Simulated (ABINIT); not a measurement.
TiSi2:

```xyz
3
Lattice="-1.4729 1.7121 4.2121 1.4729 -1.7121 4.2121 1.4729 1.7121 -4.2121" Properties=species:S:1:pos:R:3 pbc="T T T"
Ti    0.0000    0.0000    0.0000
Si    0.0000    0.0000    5.6448
Si    0.0000    0.0000    2.7793
```

The cell comes from a database or a generator and needn't be the stable form of this composition.

```yaml
Program: ABINIT 10.8.3 (patched build)
Task: single point
Functional: PBEsol
Potentials_or_basis: JTH PAW PBE v2.0
Cutoff: 408 eV
k_mesh: 12 × 12 × 12
Occupations: fermi-dirac, width 0.05 eV
Spin: no spin polarisation
```

On this cell: pressure -3.4 GPa; largest force 0.060 eV/Å; band gap on the k mesh none (metal or under the smearing width).

The same run follows on a disturbed copy (atoms moved at random, drawn with an rms of 0.05 Å):

```
Ti Si
1.0
    -1.47287    1.71213    4.21208
     1.47287   -1.71213    4.21208
     1.47287    1.71213   -4.21208
Ti Si
1 2
Cartesian
  0.0223 -0.0043 -0.0431
  -0.0024 0.0511 5.6305
  -0.0393 0.0282 2.7701
```

Question: What changes?

Answer: The energy (extrapolated to zero smearing) moves by +6.7 meV/atom; pressure -3.1 GPa; largest force 0.527 eV/Å; band gap on the k mesh none (metal or under the smearing width).

Forces in eV/Å, atoms in the order of the input:
```
Ti  -0.265  0.372  0.264
Si   0.041 -0.261 -0.152
Si   0.224 -0.110 -0.112
```

Stress tensor (GPa, compression positive):
```
-2.45 -0.09 -0.19
-0.09 -3.19  0.08
-0.19  0.08 -3.69
```

Caveats: the PAW data sets were made with another functional, which shifts forces and pressure a little.
